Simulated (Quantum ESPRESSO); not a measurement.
# TePb (Pm-3m) in Quantum ESPRESSO: notebook

Runs on TePb. Level: LDA. Tasks: single point, equation of state.

Program: Quantum ESPRESSO 7.5. These are calculated values, not measurements. Logs are shortened: lines on timing, memory, paths and dates and some standing lists are left out, and cuts for length are marked.

### 1 Starting point

Symmetry: Pm-3m, No. 221, cubic system. Conventional cell: a = 4.002 Å, b = 4.002 Å, c = 4.002 Å, α = 90.00°, β = 90.00°, γ = 90.00°. Around Pb (site symmetry m-3m) lie 8 Te at 3.47 Å. Te (site symmetry m-3m) is surrounded by 8 Pb at 3.47 Å.

Measurements of this composition are mostly on another form, of space group No. 225.

### 2 Single point, LDA, 30.13 Å³/atom

The input, pw.in:

```
&CONTROL
  calculation = 'scf'
  prefix = 'pwscf'
  outdir = './tmp'
  pseudo_dir = './pseudo'
  tprnfor = .true.
  tstress = .true.
  disk_io = 'nowf'
/
&SYSTEM
  ibrav = 0
  nat = 2
  ntyp = 2
  ecutwfc = 80
  nbnd = 22
  occupations = 'smearing'
  smearing = 'fd'
  degauss = 0.00367493
/
&ELECTRONS
  conv_thr = 4d-10
  electron_maxstep = 120
  mixing_beta = 0.5
/
ATOMIC_SPECIES
Pb   207.2000 Pb.upf
Te   127.6000 Te.upf
CELL_PARAMETERS angstrom
   3.9205847483    0.0000000000    0.0000000000
   0.0000000000    3.9205847483    0.0000000000
   0.0000000000    0.0000000000    3.9205847483
ATOMIC_POSITIONS crystal
Pb     0.0000000000    0.0000000000    0.0000000000
Te     0.5000000000    0.5000000000    0.5000000000
K_POINTS automatic
7 7 7 0 0 0
```

Potentials or basis: PseudoDojo 0.4.1 SR LDA standard.

Run with:

```console
> OMP_NUM_THREADS=1 pw.x -in pw.in > pw.out
```

pw.out:

```text
This program is part of the open-source Quantum ESPRESSO suite
     for quantum simulation of materials; please cite
         "P. Giannozzi et al., J. Phys.:Condens. Matter 21 395502 (2009);
         "P. Giannozzi et al., J. Phys.:Condens. Matter 29 465901 (2017);
         "P. Giannozzi et al., J. Chem. Phys. 152 154105 (2020);
     in publications or presentations arising from this work. More details at

     Message from routine setup:
     using ibrav=0 with symmetry is DISCOURAGED, use correct ibrav instead

     G-vector sticks info
     --------------------
     sticks:   dense  smooth     PW     G-vecs:    dense   smooth      PW
     Sum        1389    1389    401                39127    39127    6031

     Using Slab Decomposition

     bravais-lattice index     =            0
     lattice parameter (alat)  =       7.4088  a.u.
     unit-cell volume          =     406.6766 (a.u.)^3
     number of atoms/cell      =            2
     number of atomic types    =            2
     number of electrons       =        30.00
     number of Kohn-Sham states=           22
     kinetic-energy cutoff     =      80.0000  Ry
     charge density cutoff     =     320.0000  Ry
     scf convergence threshold =      4.0E-10
     mixing beta               =       0.5000
     number of iterations used =            8  plain     mixing
     Exchange-correlation= SLA  PW   NOGX NOGC
                           (   1   4   0   0   0   0   0)

     celldm(1)=   7.408831  celldm(2)=   0.000000  celldm(3)=   0.000000
     celldm(4)=   0.000000  celldm(5)=   0.000000  celldm(6)=   0.000000

     crystal axes: (cart. coord. in units of alat)
               a(1) = (   1.000000   0.000000   0.000000 )
               a(2) = (   0.000000   1.000000   0.000000 )
               a(3) = (   0.000000   0.000000   1.000000 )

     reciprocal axes: (cart. coord. in units 2 pi/alat)
               b(1) = (  1.000000  0.000000  0.000000 )
               b(2) = (  0.000000  1.000000  0.000000 )
               b(3) = (  0.000000  0.000000  1.000000 )

     PseudoPot. # 1 for Pb read from file:
     Pb.upf
     Pseudo is Norm-conserving + core correction, Zval = 14.0
     Generated using ONCVPSP code by D. R. Hamann
     Using radial grid of 1638 points,  6 beta functions with:
                l(1) =   0
                l(2) =   0
                l(3) =   1
                l(4) =   1
                l(5) =   2
                l(6) =   2

     PseudoPot. # 2 for Te read from file:
     Te.upf
     Pseudo is Norm-conserving + core correction, Zval = 16.0
     Generated using ONCVPSP code by D. R. Hamann
     Using radial grid of 1278 points,  6 beta functions with:
                l(1) =   0
                l(2) =   0
                l(3) =   1
                l(4) =   1
                l(5) =   2
                l(6) =   2

     atomic species   valence    mass     pseudopotential
     Pb               14.00   207.20000     Pb( 1.00)
     Te               16.00   127.60000     Te( 1.00)

     48 Sym. Ops., with inversion, found

   Cartesian axes

     site n.     atom                  positions (alat units)
         1        Pb     tau(   1) = (   0.0000000   0.0000000   0.0000000  )
         2        Te     tau(   2) = (   0.5000000   0.5000000   0.5000000  )

     number of k points=    20  Fermi-Dirac smearing, width (Ry)=  0.0037
                       cart. coord. in units 2pi/alat
        k(    1) = (   0.0000000   0.0000000   0.0000000), wk =   0.0058309
        k(    2) = (   0.0000000   0.0000000   0.1428571), wk =   0.0349854
        k(    3) = (   0.0000000   0.0000000   0.2857143), wk =   0.0349854
        k(    4) = (   0.0000000   0.0000000   0.4285714), wk =   0.0349854
        k(    5) = (   0.0000000   0.1428571   0.1428571), wk =   0.0699708
        k(    6) = (   0.0000000   0.1428571   0.2857143), wk =   0.1399417
        k(    7) = (   0.0000000   0.1428571   0.4285714), wk =   0.1399417
        k(    8) = (   0.0000000   0.2857143   0.2857143), wk =   0.0699708
        k(    9) = (   0.0000000   0.2857143   0.4285714), wk =   0.1399417
        k(   10) = (   0.0000000   0.4285714   0.4285714), wk =   0.0699708
        k(   11) = (   0.1428571   0.1428571   0.1428571), wk =   0.0466472
        k(   12) = (   0.1428571   0.1428571   0.2857143), wk =   0.1399417
        k(   13) = (   0.1428571   0.1428571   0.4285714), wk =   0.1399417
        k(   14) = (   0.1428571   0.2857143   0.2857143), wk =   0.1399417
        k(   15) = (   0.1428571   0.2857143   0.4285714), wk =   0.2798834
        k(   16) = (   0.1428571   0.4285714   0.4285714), wk =   0.1399417
        k(   17) = (   0.2857143   0.2857143   0.2857143), wk =   0.0466472
        k(   18) = (   0.2857143   0.2857143   0.4285714), wk =   0.1399417
        k(   19) = (   0.2857143   0.4285714   0.4285714), wk =   0.1399417
        k(   20) = (   0.4285714   0.4285714   0.4285714), wk =   0.0466472

     Dense  grid:    39127 G-vectors     FFT dimensions: (  45,  45,  45)

     Initial potential from superposition of free atoms

     starting charge      29.9982, renormalised to      30.0000
     Starting wfcs are   18 randomized atomic wfcs +    4 random wfcs

     Self-consistent Calculation

     iteration #  1     ecut=    80.00 Ry     beta= 0.50
     Davidson diagonalization with overlap
     ethr =  1.00E-02,  avg # of iterations =  3.6

     Threshold (ethr) on eigenvalues was too large:
     Diagonalizing with lowered threshold

     Davidson diagonalization with overlap
     ethr =  1.41E-04,  avg # of iterations =  2.7

     total energy              =    -349.79671420 Ry
     estimated scf accuracy    <       0.04164408 Ry

     iteration #  2     ecut=    80.00 Ry     beta= 0.50
     Davidson diagonalization with overlap
     ethr =  1.39E-04,  avg # of iterations =  2.6

     total energy              =    -349.80671087 Ry
     estimated scf accuracy    <       0.01566822 Ry

     iteration #  3     ecut=    80.00 Ry     beta= 0.50
     Davidson diagonalization with overlap
     ethr =  5.22E-05,  avg # of iterations =  2.4

     total energy              =    -349.80980023 Ry
     estimated scf accuracy    <       0.00049130 Ry

     iteration #  4     ecut=    80.00 Ry     beta= 0.50
     Davidson diagonalization with overlap
     ethr =  1.64E-06,  avg # of iterations =  5.1

     total energy              =    -349.80987388 Ry
     estimated scf accuracy    <       0.00002550 Ry

     iteration #  5     ecut=    80.00 Ry     beta= 0.50
     Davidson diagonalization with overlap
     ethr =  8.50E-08,  avg # of iterations =  2.0

     total energy              =    -349.80987819 Ry
     estimated scf accuracy    <       0.00000157 Ry

     iteration #  6     ecut=    80.00 Ry     beta= 0.50
     Davidson diagonalization with overlap
     ethr =  5.23E-09,  avg # of iterations =  2.0

     total energy              =    -349.80987842 Ry
     estimated scf accuracy    <       0.00000007 Ry

     iteration #  7     ecut=    80.00 Ry     beta= 0.50
     Davidson diagonalization with overlap
     ethr =  2.17E-10,  avg # of iterations =  2.2

     total energy              =    -349.80987843 Ry
     estimated scf accuracy    <       0.00000002 Ry

     iteration #  8     ecut=    80.00 Ry     beta= 0.50
     Davidson diagonalization with overlap
     ethr =  7.61E-11,  avg # of iterations =  1.9

     End of self-consistent calculation

          k = 0.0000 0.0000 0.0000 (  4945 PWs)   bands (ev):

   -25.7645 -25.7645 -25.7615 -25.7615 -25.7615  -6.4033  -6.4033  -6.3030
    -6.3030  -6.3030  -2.0552   3.8557   8.8769   8.8769   8.8769  14.5757
    14.5757  16.1378  16.1378  16.1378  21.2821  22.1991

          k = 0.0000 0.0000 0.1429 (  4905 PWs)   bands (ev):

   -25.7645 -25.7635 -25.7617 -25.7617 -25.7615  -6.4024  -6.3868  -6.3094
    -6.3094  -6.3026  -1.8808   3.4622   8.7643   9.0726   9.0726  14.6847
    14.7282  15.5715  15.5715  15.9451  20.9487  21.4477

          k = 0.0000 0.0000 0.2857 (  4929 PWs)   bands (ev):

   -25.7644 -25.7622 -25.7622 -25.7614 -25.7613  -6.4004  -6.3500  -6.3237
    -6.3237  -6.3017  -1.3831   2.4681   8.9231   9.6173   9.6173  12.8535
    14.3000  14.3000  15.1725  18.3816  19.1098  21.6513

          k = 0.0000 0.0000 0.4286 (  4937 PWs)   bands (ev):

   -25.7644 -25.7626 -25.7626 -25.7614 -25.7595  -6.3988  -6.3351  -6.3351
    -6.3206  -6.3009  -0.7320   1.4353   9.6113  10.2837  10.2837  11.1829
    13.1411  13.1411  15.7909  17.7820  21.6365  22.7073

          k = 0.0000 0.1429 0.1429 (  4929 PWs)   bands (ev):

   -25.7640 -25.7630 -25.7619 -25.7617 -25.7617  -6.3938  -6.3778  -6.3170
    -6.3097  -6.3079  -1.7078   3.2274   8.0195   9.2580   9.7555  13.5420
    15.2211  15.3715  15.4730  16.5937  19.9163  20.4445

          k = 0.0000 0.1429 0.2857 (  4917 PWs)   bands (ev):

   -25.7637 -25.7625 -25.7622 -25.7616 -25.7610  -6.3891  -6.3433  -6.3339
    -6.3227  -6.3073  -1.2177   2.4848   7.7491   9.7682  10.2259  11.9800
    14.2672  14.7855  16.0491  18.6233  19.3544  20.1767

          k = 0.0000 0.1429 0.4286 (  4935 PWs)   bands (ev):

   -25.7637 -25.7629 -25.7626 -25.7616 -25.7592  -6.3871  -6.3473  -6.3337
    -6.3138  -6.3062  -0.5893   1.5849   8.2957   9.4379  10.3710  12.0114
    13.2941  13.5969  16.5816  18.7236  20.7167  20.9651

          k = 0.0000 0.2857 0.2857 (  4919 PWs)   bands (ev):

   -25.7630 -25.7628 -25.7622 -25.7622 -25.7596  -6.3735  -6.3564  -6.3216
    -6.3188  -6.3184  -0.7611   2.3734   6.7226   9.2300  10.1654  12.1087
    14.0578  14.9650  17.3978  18.7079  19.1748  19.6440

          k = 0.0000 0.2857 0.4286 (  4912 PWs)   bands (ev):

   -25.7635 -25.7626 -25.7625 -25.7621 -25.7582  -6.3743  -6.3673  -6.3304
    -6.3182  -6.2920  -0.2201   1.9776   6.7422   7.7637  10.5825  13.0083
    13.6885  14.2232  17.6528  19.0797  19.2223  20.2816

          k = 0.0000 0.4286 0.4286 (  4909 PWs)   bands (ev):

   -25.7640 -25.7626 -25.7626 -25.7619 -25.7569  -6.3953  -6.3576  -6.3281
    -6.3275  -6.2685   0.1514   2.3709   5.9505   6.3980  10.7713  13.9255
    14.0800  14.5081  17.0737  18.1689  18.5530  18.9659

          k = 0.1429 0.1429 0.1429 (  4920 PWs)   bands (ev):

   -25.7630 -25.7630 -25.7619 -25.7619 -25.7619  -6.3770  -6.3770  -6.3189
    -6.3146  -6.3146  -1.5371   3.0726   8.2213   8.2213  10.5574  13.1432
    14.8158  14.8158  16.4460  16.4460  20.5306  20.5306

          k = 0.1429 0.1429 0.2857 (  4920 PWs)   bands (ev):

   -25.7629 -25.7625 -25.7625 -25.7619 -25.7608  -6.3751  -6.3393  -6.3349
    -6.3298  -6.3136  -1.0571   2.5066   7.6360   8.7926  10.3267  12.6469
    13.3752  14.8373  16.7274  18.6271  19.6802  20.3739

          k = 0.1429 0.1429 0.4286 (  4928 PWs)   bands (ev):

   -25.7629 -25.7629 -25.7629 -25.7618 -25.7590  -6.3735  -6.3484  -6.3419
    -6.3128  -6.3084  -0.4549   1.7314   7.9993   9.0725   9.5344  12.0635
    12.9978  14.7200  17.2439  19.1303  19.5077  19.8576

          k = 0.1429 0.2857 0.2857 (  4916 PWs)   bands (ev):

   -25.7630 -25.7624 -25.7624 -25.7618 -25.7596  -6.3567  -6.3536  -6.3299
    -6.3269  -6.3173  -0.6179   2.4331   6.9361   8.8577   9.2230  12.6015
    13.8610  13.9135  18.0465  19.3928  19.5405  20.3537

          k = 0.1429 0.2857 0.4286 (  4912 PWs)   bands (ev):

   -25.7635 -25.7629 -25.7624 -25.7615 -25.7581  -6.3711  -6.3502  -6.3398
    -6.3257  -6.2906  -0.1102   2.1159   6.8937   7.8099   9.5494  11.8568
    13.5311  14.6084  18.0701  18.7750  19.5669  21.2235

          k = 0.1429 0.4286 0.4286 (  4908 PWs)   bands (ev):

   -25.7639 -25.7628 -25.7628 -25.7609 -25.7569  -6.3906  -6.3397  -6.3367
    -6.3361  -6.2681   0.2305   2.5048   6.1722   6.5763   9.9320  12.2718
    13.3189  13.8593  17.9422  19.1950  19.9574  20.8886

          k = 0.2857 0.2857 0.2857 (  4914 PWs)   bands (ev):

   -25.7630 -25.7630 -25.7630 -25.7596 -25.7596  -6.3549  -6.3440  -6.3440
    -6.3160  -6.3160  -0.2381   2.5234   7.5507   7.5507   8.6151  12.1321
    12.1321  14.2233  18.9225  19.8278  19.8278  22.3416

          k = 0.2857 0.2857 0.4286 (  4924 PWs)   bands (ev):

   -25.7635 -25.7634 -25.7629 -25.7596 -25.7578  -6.3675  -6.3576  -6.3424
    -6.3149  -6.2844   0.1650   2.4807   7.1115   7.6658   8.4062  10.6192
    12.4193  13.5890  19.4162  20.3335  20.6313  22.9137

          k = 0.2857 0.4286 0.4286 (  4880 PWs)   bands (ev):

   -25.7639 -25.7634 -25.7634 -25.7586 -25.7569  -6.3802  -6.3563  -6.3552
    -6.2990  -6.2672   0.4239   2.8571   6.8147   7.0373   8.6064  10.4974
    11.4209  12.2043  20.4125  21.7304  22.2308  23.4894

          k = 0.4286 0.4286 0.4286 (  4875 PWs)   bands (ev):

   -25.7638 -25.7638 -25.7638 -25.7569 -25.7569  -6.3732  -6.3704  -6.3704
    -6.2665  -6.2665   0.5984   3.2188   7.4400   7.7413   7.7413   9.8056
     9.8056  10.6392  23.0173  23.6458  23.6458  25.9210

     the Fermi energy is    10.5307 ev

!    total energy              =    -349.80987844 Ry
     estimated scf accuracy    <          1.6E-10 Ry
     smearing contrib. (-TS)   =      -0.00116955 Ry
     internal energy E=F+TS    =    -349.80870889 Ry

     The total energy is F=E-TS. E is the sum of the following terms:
     one-electron contribution =    -113.58527597 Ry
     hartree contribution      =      73.37832639 Ry
     xc contribution           =     -88.01137864 Ry
     ewald contribution        =    -221.59038067 Ry

     convergence has been achieved in   8 iterations

     Forces acting on atoms (cartesian axes, Ry/au):

     atom    1 type  1   force =     0.00000000    0.00000000    0.00000000
     atom    2 type  2   force =     0.00000000    0.00000000    0.00000000

     Total force =     0.000000     Total SCF correction =     0.000000

     Computing stress (Cartesian axis) and pressure

          total   stress  (Ry/bohr**3)                   (kbar)     P=      -15.70
  -0.00010672   0.00000000   0.00000000          -15.70        0.00        0.00
   0.00000000  -0.00010672   0.00000000            0.00      -15.70        0.00
   0.00000000   0.00000000  -0.00010672            0.00        0.00      -15.70

=------------------------------------------------------------------------------=
   JOB DONE.
=------------------------------------------------------------------------------=
```

It took 24 s on 1 thread of Arm Neoverse V2, shared host; peak memory 0.1 GiB.

What came out:

| Property | Result |
| --- | --- |
| Free energy | -4759.4059 eV |
| Pressure | -1.6 GPa |
| Band gap on the k mesh | none (metal or under the smearing width) |

### 3 Single point, LDA, 30.77 Å³/atom

Changes to pw.in since step 2:

```diff
@@ -28,5 +28,5 @@
 CELL_PARAMETERS angstrom
-   3.9205847483    0.0000000000    0.0000000000
-   0.0000000000    3.9205847483    0.0000000000
-   0.0000000000    0.0000000000    3.9205847483
+   3.9481954097    0.0000000000    0.0000000000
+   0.0000000000    3.9481954097    0.0000000000
+   0.0000000000    0.0000000000    3.9481954097
 ATOMIC_POSITIONS crystal
```

Potentials or basis: PseudoDojo 0.4.1 SR LDA standard.

Run with:

```console
> OMP_NUM_THREADS=1 pw.x -in pw.in > pw.out
```

Wall time 27 s (1 thread of Arm Neoverse V2, shared host); peak memory 0.1 GiB.

The run converged. Its results:

```
Free energy            : -4759.3898 eV
Pressure               : -2.4 GPa
Band gap on the k mesh : none (metal or under the smearing width)
```

### 4 Single point, LDA, 31.41 Å³/atom

Changes to pw.in since step 3:

```diff
@@ -28,5 +28,5 @@
 CELL_PARAMETERS angstrom
-   3.9481954097    0.0000000000    0.0000000000
-   0.0000000000    3.9481954097    0.0000000000
-   0.0000000000    0.0000000000    3.9481954097
+   3.9754252041    0.0000000000    0.0000000000
+   0.0000000000    3.9754252041    0.0000000000
+   0.0000000000    0.0000000000    3.9754252041
 ATOMIC_POSITIONS crystal
```

Run with:

```console
> OMP_NUM_THREADS=1 pw.x -in pw.in > pw.out
```

Run time: 29 s. Hardware: 1 thread of Arm Neoverse V2, shared host; peak memory 0.1 GiB.

It converged, with:

```
Free energy            : -4759.3672 eV
Pressure               : -3.2 GPa
Band gap on the k mesh : none (metal or under the smearing width)
```

### 5 Single point, LDA, 32.05 Å³/atom

Changes to pw.in since step 4:

```diff
@@ -28,5 +28,5 @@
 CELL_PARAMETERS angstrom
-   3.9754252041    0.0000000000    0.0000000000
-   0.0000000000    3.9754252041    0.0000000000
-   0.0000000000    0.0000000000    3.9754252041
+   4.0022870000    0.0000000000    0.0000000000
+   0.0000000000    4.0022870000    0.0000000000
+   0.0000000000    0.0000000000    4.0022870000
 ATOMIC_POSITIONS crystal
```

Run with:

```console
> OMP_NUM_THREADS=1 pw.x -in pw.in > pw.out
```

Wall time 29 s (1 thread of Arm Neoverse V2, shared host); peak memory 0.1 GiB.

Results (log left out):

```yaml
Free_energy: -4759.3386 eV
Pressure: -3.9 GPa
Band_gap_on_the_k_mesh: none (metal or under the smearing width)
```

### 6 Single point, LDA, 32.70 Å³/atom

Changes to pw.in since step 5:

```diff
@@ -28,5 +28,5 @@
 CELL_PARAMETERS angstrom
-   4.0022870000    0.0000000000    0.0000000000
-   0.0000000000    4.0022870000    0.0000000000
-   0.0000000000    0.0000000000    4.0022870000
+   4.0287929844    0.0000000000    0.0000000000
+   0.0000000000    4.0287929844    0.0000000000
+   0.0000000000    0.0000000000    4.0287929844
 ATOMIC_POSITIONS crystal
```

Potentials or basis: PseudoDojo 0.4.1 SR LDA standard.

Run with:

```console
> OMP_NUM_THREADS=1 pw.x -in pw.in > pw.out
```

Run time: 30 s. Hardware: 1 thread of Arm Neoverse V2, shared host; peak memory 0.1 GiB.

The run converged. Its results:

```
Free energy            : -4759.3046 eV
Pressure               : -4.6 GPa
Band gap on the k mesh : none (metal or under the smearing width)
```

### 7 Single point, LDA, 33.34 Å³/atom

Changes to pw.in since step 6:

```diff
@@ -28,5 +28,5 @@
 CELL_PARAMETERS angstrom
-   4.0287929844    0.0000000000    0.0000000000
-   0.0000000000    4.0287929844    0.0000000000
-   0.0000000000    0.0000000000    4.0287929844
+   4.0549547108    0.0000000000    0.0000000000
+   0.0000000000    4.0549547108    0.0000000000
+   0.0000000000    0.0000000000    4.0549547108
 ATOMIC_POSITIONS crystal
```

Run with:

```console
> OMP_NUM_THREADS=1 pw.x -in pw.in > pw.out
```

It took 29 s on 1 thread of Arm Neoverse V2, shared host; peak memory 0.1 GiB.

Results (log left out):

```
Free energy            : -4759.2659 eV
Pressure               : -5.1 GPa
Band gap on the k mesh : none (metal or under the smearing width)
```

### 8 Single point, LDA, 33.98 Å³/atom

Changes to pw.in since step 7:

```diff
@@ -28,5 +28,5 @@
 CELL_PARAMETERS angstrom
-   4.0549547108    0.0000000000    0.0000000000
-   0.0000000000    4.0549547108    0.0000000000
-   0.0000000000    0.0000000000    4.0549547108
+   4.0807831442    0.0000000000    0.0000000000
+   0.0000000000    4.0807831442    0.0000000000
+   0.0000000000    0.0000000000    4.0807831442
 ATOMIC_POSITIONS crystal
```

Run with:

```console
> OMP_NUM_THREADS=1 pw.x -in pw.in > pw.out
```

Wall time 30 s (1 thread of Arm Neoverse V2, shared host); peak memory 0.1 GiB.

Results (log left out):

| Item | Value |
| --- | --- |
| Free energy | -4759.2229 eV |
| Pressure | -5.6 GPa |
| Band gap on the k mesh | none (metal or under the smearing width) |

### 9 Equation of state, LDA

Potentials or basis: PseudoDojo 0.4.1 SR LDA standard.

This step only gathers the single runs of the series.

What came out:

| Item | Value |
| --- | --- |
| Equilibrium volume | 29.15 Å³/atom (rough: see the caveat) |
| Bulk modulus | 50 GPa (rough) |

Energy against volume, from the lowest point:
| volume (Å³/atom) | energy (meV/atom) |
| --- | --- |
| 30.132 | 0.00 |
| 30.773 | 8.01 |
| 31.414 | 19.35 |
| 32.055 | 33.65 |
| 32.696 | 50.63 |
| 33.337 | 69.99 |
| 33.978 | 91.49 |

Caveat: the minimum lies outside the volumes run. Spin-orbit coupling is left out, which matters for the levels of Pb, Te.
